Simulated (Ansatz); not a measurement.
CaF₂ (fluorite)

```xyz
3
Lattice="0.0000 2.7196 2.7196 2.7196 0.0000 2.7196 2.7196 2.7196 0.0000" Properties=species:S:1:pos:R:3 pbc="T T T"
Ca     0.0000     0.0000     0.0000
F      1.3598     1.3598     1.3598
F      4.0794     4.0794     4.0794
```

All values below come from r2SCAN (plane waves to 500 eV, PAW, scalar-relativistic; Ansatz, a program for electronic structure). Harmonic phonons by density-functional perturbation theory on a 8×8×8 k mesh, in cm⁻¹; i marks imaginary ones, q is in fractions of the reciprocal vectors of the cell shown, and the three acoustic modes at Γ are left out. The non-analytic (LO-TO) term is not included, so polar modes at Γ have their transverse values. CaF2 was relaxed with its symmetry unable to fall.

**Question.** Is the structure dynamically stable at Γ, L = (0.5, 0.0, 0.0), X = (0.5, 0.5, 0.0)?

**Answer.** No imaginary mode at these points (lowest 143 cm⁻¹ at X = (0.5, 0.5, 0.0)); other wave vectors were not tested.

**Question.** List the wavenumbers at Γ, L = (0.5, 0.0, 0.0), X = (0.5, 0.5, 0.0), with degeneracies.

**Answer.** 
| q | wavenumbers (cm⁻¹) |
|---|---|
| Γ | 262 (×3), 328 (×3) |
| L = (0.5, 0.0, 0.0) | 145 (×2), 260, 282 (×2), 286 (×2), 338, 352 |
| X = (0.5, 0.5, 0.0) | 143, 185 (×2), 194 (×2), 324, 339 (×2), 396 |
